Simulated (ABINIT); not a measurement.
MoP:

```xyz
2
Lattice="3.2230 0.0000 0.0000 -1.6115 2.7912 0.0000 0.0000 0.0000 3.1910" Properties=species:S:1:pos:R:3 pbc="T T T"
Mo    0.0000    0.0000    0.0000
P     0.0000    1.8608    1.5955
```

Base run:

```yaml
Program: ABINIT 10.8.3 (patched build)
Functional: PBE
Potentials_or_basis: SG15 NC PBE v1.2
Cutoff: 816 eV
k_mesh: 10 × 10 × 8
Occupations: fermi-dirac, width 0.05 eV
Spin: no spin polarisation
```

Its results: band gap on the k mesh none (metal or under the smearing width); pressure 2.3 GPa.

Question: The run is repeated on the same cell with these changes: potentials or basis from SG15 NC PBE v1.2 to JTH PAW PBE v2.0; cutoff from 816 eV to 544 eV. What comes out?

Answer: Band gap on the k mesh none (metal or under the smearing width); pressure 2.8 GPa.
